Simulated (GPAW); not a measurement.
Crystal: YN.

```
Y N
1.0
     0.00000    2.43850    2.43850
     2.43850    0.00000    2.43850
     2.43850    2.43850    0.00000
Y N
1 1
Cartesian
  0.0000 0.0000 0.0000
  2.4385 2.4385 2.4385
```

Program: GPAW 26.7.0. Alike in all runs: task band structure; no spin polarisation; cell as given; k mesh 9 × 9 × 9; cutoff (eV) 800; smearing fermi-dirac 0.05 eV.

Task: Order these runs on this cell by their pressure, lowest first.
A. level r2SCAN; potentials or basis GPAW PAW data sets (gpaw-data 1.2.1), pw
B. level LDA; potentials or basis the program's PAW data sets (release 1.2.1) made for this functional, pw
C. level PBEsol; potentials or basis PAW data sets generated in the run's folder for this functional, pw

Result: B (-7.2 GPa), C (-3.2 GPa), A (1.2 GPa).

Caveats: the PAW data sets were made with another functional, which shifts forces and pressure a little (some runs).
